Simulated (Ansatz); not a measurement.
Band structure of Y

```
Y
1.0
     3.65150    0.00000    0.00000
    -1.82575    3.16229    0.00000
     0.00000    0.00000    5.74740
Y
2
Cartesian
  0.0000 2.1082 1.4368
  1.8257 1.0541 4.3106
```

Atoms are numbered in the order listed.

Conventional cell: a = 3.651 Å, b = 3.651 Å, c = 5.747 Å, α = 90.00°, β = 90.00°, γ = 120.00°. Y (atom 1) is surrounded by 12 Y at 3.56 to 3.65 Å.

The cell is COD entry 1539818, as deposited and not checked against the literature; nothing was relaxed.

Theory: DFT, PBE, all-electron LAPW, scalar-relativistic (Ansatz 0.2.0).

Numerical set-up: a Γ-centred 12×12×7 k mesh, Fermi–Dirac smearing of 0.08 eV, basis error target 0.25 meV/atom, no spin polarisation.

Points in fractions of the reciprocal vectors of this cell: Γ (0, 0, 0), M (0.5, 0, 0), K (0.333, 0.333, 0), A (0, 0, 0.5), L (0.5, 0, 0.5), H (0.333, 0.333, 0.5). The path joins them by straight lines in the order Γ–M–K–Γ–A–L–H–A–L; legs that retrace an earlier one aren't tabulated. Energies are in eV from the Fermi level.

(1) List the levels at A between -5 and 1.5 eV.

(2) List the levels at L between -5 and 1.5 eV.

(3) List the levels at Γ between -5 and 1.5 eV.

(4) What is the band gap?

Results:

(1) -3.23 (×2), 0.93 (×2).

(2) -1.62 (×2), 0.07 (×2), 1.35 (×2).

(3) -4.63, -1.83, 0.83.

(4) none: bands cross the Fermi level, a metal.
